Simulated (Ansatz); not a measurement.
**CdS: phonons and Grüneisen parameters**

How does the lattice vibrate, and how do the modes shift with volume? Displacements sample a 2×2×2 mesh. Runs: reference run (LAPW); volume scaled by 0.970 (LAPW); volume scaled by 1.030 (LAPW); mode Grüneisen parameters (LAPW). Companion runs by PAW are cited.

Program: Ansatz 0.2.0. Level of theory: DFT PBEsol, all-electron LAPW, scalar-relativistic unless said. These are calculated values, not measurements.

2 further runs of the same task are left out: 1 that didn't finish, 1 set aside as unsound or not needed. Runs told in other sessions of the task aren't counted.

### Step 1. Starting point

The structure is cubic, space group F-43m (No. 216). Conventional cell: a = 5.825 Å, b = 5.825 Å, c = 5.825 Å, α = 90.00°, β = 90.00°, γ = 90.00°. Cd (site symmetry -43m) has 4 S at 2.52 Å in its first shell of neighbours. S (site symmetry -43m) has 4 Cd at 2.52 Å in its first shell of neighbours.

As a file:

```cif
data_structure
_symmetry_space_group_name_H-M 'F-43m'
_symmetry_Int_Tables_number 216
_cell_length_a 5.8246
_cell_length_b 5.8246
_cell_length_c 5.8246
_cell_angle_alpha 90.000
_cell_angle_beta 90.000
_cell_angle_gamma 90.000
_cell_volume 197.60
loop_
_atom_site_label
_atom_site_type_symbol
_atom_site_symmetry_multiplicity
_atom_site_Wyckoff_symbol
_atom_site_fract_x
_atom_site_fract_y
_atom_site_fract_z
_atom_site_occupancy
Cd1 Cd 4 a 0.00000 0.00000 0.00000 1
S1 S 4 c 0.25000 0.25000 0.25000 1
```

Cartesian axes are those of the input's lattice vectors. The structure goes back to a database entry.

### Step 2. Reference run, LAPW

input.yaml reads:

```yaml
crystal:
  lattice:
    - [0.0, 2.91228107858, 2.91228107858]
    - [2.91228107858, 0.0, 2.91228107858]
    - [2.91228107858, 2.91228107858, 0.0]
  atoms:
    - { symbol: Cd, position: [0.0, 0.0, 0.0] }
    - { symbol: S, position: [0.75, 0.75, 0.75] }
kpoints:
  mp_grid: { grid: [6, 6, 6] }
scf:
  occupations: { method: fixed }
hamiltonian:
  xc: pbesol
  pseudopotentials: { kind: all_electron, lapw: { basis_error: 0.001 } }
phonons:
  qmesh: [2, 2, 2]
  qpath:
    path:
      - [0.0, 0.0, 0.0]
      - [-0.5, -0.5, 0.0]
      - [-0.375, -0.375, 0.25]
      - [-0.375, 0.0, 0.375]
      - [0.0, 0.0, 0.0]
      - [0.0, 0.0, 0.5]
      - [-0.5, -0.25, 0.25]
      - [-0.5, -0.5, 0.0]
    npoints: 6
  temperatures: { t_min: 0, t_max: 1000, t_step: 100 }
```

Launch:

```
> ansatz run input.yaml --threads 1 --pin off --max-ram 3072MiB --backend cpu --events-out ev --progress --plain --runs-dir out
```

### Step 3. Volume scaled by 0.970, LAPW

Edit input.yaml of step 2 so:

```diff
@@ -2,5 +2,5 @@
   lattice:
-    - [0.0, 2.91228107858, 2.91228107858]
-    - [2.91228107858, 0.0, 2.91228107858]
-    - [2.91228107858, 2.91228107858, 0.0]
+    - [0.0, 2.88286208662, 2.88286208662]
+    - [2.88286208662, 0.0, 2.88286208662]
+    - [2.88286208662, 2.88286208662, 0.0]
   atoms:
```

### Step 4. Volume scaled by 1.030, LAPW

Edit input.yaml of step 3 so:

```diff
@@ -2,5 +2,5 @@
   lattice:
-    - [0.0, 2.88286208662, 2.88286208662]
-    - [2.88286208662, 0.0, 2.88286208662]
-    - [2.88286208662, 2.88286208662, 0.0]
+    - [0.0, 2.94111742007, 2.94111742007]
+    - [2.94111742007, 0.0, 2.94111742007]
+    - [2.94111742007, 2.94111742007, 0.0]
   atoms:
```

(Steps that only read results are left out.)

Before running it: what results should come out? Wanted: highest mode on the mesh, without the LO shift; optical modes at Γ.

As calculated:

| quantity | value |
| --- | --- |
| highest mode on the mesh, without the LO shift (LAPW) | 296 cm⁻¹ |
| optical modes at Γ | 233 (T2) cm⁻¹ |
| mean Grüneisen parameter at 300 K (LAPW) | 0.09 |

In words: No mode on the mesh is unstable; the highest lies at 296 cm⁻¹ by LAPW. Weighted by heat capacity at 300 K the mean Grüneisen parameter of the sampled modes is 0.09, which points to expansion on heating. Some modes have negative γ and soften under compression. PAW differs from LAPW by at most 0.2 cm⁻¹. Each set of modes is computed in the harmonic approximation.

A log calls its force constants unconverged on the k mesh, so modes and the static dielectric constant formed from them are rough.
